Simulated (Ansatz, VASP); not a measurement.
# Two plane-wave programs on Os

```
CELL_PARAMETERS angstrom
2.73410 0.00000 0.00000
-1.36705 2.36780 0.00000
0.00000 0.00000 4.31970
ATOMIC_POSITIONS crystal
Os 0.66667 0.33333 0.75000
Os 0.33333 0.66667 0.25000
```

Alike in both runs: task band structure; functional PBE; k mesh 8 × 8 × 5; occupations fermi-dirac, width 0.05 eV; spin-orbit coupling, no magnetisation.

|  | VASP | Ansatz |
| --- | --- | --- |
| version | VASP 6.6.1 | Ansatz 0.2.0 |
| potentials or method | VASP PAW PBE potentials, release 64 (Os) | Ansatz PAW |
| plane-wave cutoff (eV) | 520 | 420 |
| valence electrons in the cell | 16 | 32 |

Ansatz gave:

```
gap on the k mesh at the Fermi level (eV)       : none
pressure (GPa)                                  : 8.4
largest component of the traceless stress (GPa) : 0.10
```

**Question.** Which values does VASP return?

**Answer.** gap on the k mesh at the Fermi level (eV): none; pressure (GPa): 8.5; largest component of the traceless stress (GPa): 0.26.

A gap of «none» marks a metal or a gap that the smearing closes. With one functional, cell and mesh, what is left measures potentials, basis and numerics. The two sets of potentials don't hold the same shells in valence.
